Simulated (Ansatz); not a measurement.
`C[O][MgH]` + `F[C](F)F`• → `C[O][Mg]`• + `FC(F)F`  (hydrogen abstraction from a Mg–H bond)

Isolated molecules relaxed with PBE0-D4/def2-TZVP in Ansatz; ΔE leaves out vibrations. CBS: MP2 limit from def2 TZ/QZ plus the TZ coupled-cluster correction, frozen cores. This one scheme is used for every species. Functionals use def2-TZVPP. No spin–orbit coupling; open shells (•) take unrestricted orbitals. For Mg outer-core shells are correlated without core-valence functions, which leaves a few kJ/mol of doubt a bond.

`C[O][MgH]`:

```xyz
7

C     0.649   -0.767   -0.580
O    -0.121    0.143    0.107
Mg   -1.107    1.309    0.989
H     0.510   -1.790   -0.200
H     1.721   -0.537   -0.501
H     0.401   -0.785   -1.651
H    -2.052    2.426    1.835
```

`F[C](F)F`•:

```xyz
4

F     1.211   -0.232    0.238
C     0.005    0.271    0.118
F    -0.877   -0.436    0.786
F    -0.339    0.397   -1.142
```

`C[O][Mg]`•:

```xyz
6

C     0.209   -0.248   -0.443
O    -0.314    0.376    0.665
Mg   -0.989    1.174    2.096
H    -0.525   -0.912   -0.924
H     0.536    0.476   -1.204
H     1.084   -0.866   -0.190
```

`FC(F)F`:

```xyz
5

F     0.203   -0.088   -1.293
C     0.014    0.056    0.017
F    -1.263   -0.201    0.291
F     0.771   -0.836    0.654
H     0.275    1.069    0.331
```

```csv
level,ΔE (kcal/mol)
B2PLYP,-39.7
MP2/def2-QZVPP,-43.7
```

Problem. What does CCSD(T)/CBS give? (Estimate.)

Solution. The calculation gave: -39.5 kcal/mol. The listed levels differ from it by -0.2, -4.2 kcal/mol.

Problem. What do rigid-rotor, harmonic-oscillator terms from PBE0-D4/def2-TZVP frequencies (298.15 K, 1 bar) make of the CCSD(T)/CBS value? (Best estimate.)

Solution. The calculation gave: ΔZPE = +4.8 kcal/mol, ΔH = -35.1 kcal/mol, ΔS = -9 J/(mol·K), ΔG = -34.5 kcal/mol. Open shells count their whole term as degenerate.

Largest T1 diagnostic among the species: 0.014.

From PBE to PBE0 (25 % exact exchange), in def2-TZVPP and without D4, ΔE moves by −1.2 kcal/mol. At CCSD(T), def2-SVP lies −1.0 kcal/mol from the extrapolated value and def2-TZVPP −1.8 kcal/mol. In def2-TZVPP, CCSD(T) changes the Hartree–Fock value by −3.1 kcal/mol (the triples alone add −0.4 kcal/mol) and MP2 by −6.4 kcal/mol.

CCSD(T)/CBS has its own doubt, a few kJ/mol and more with outer-core shells, so smaller differences from it don't rank the levels.
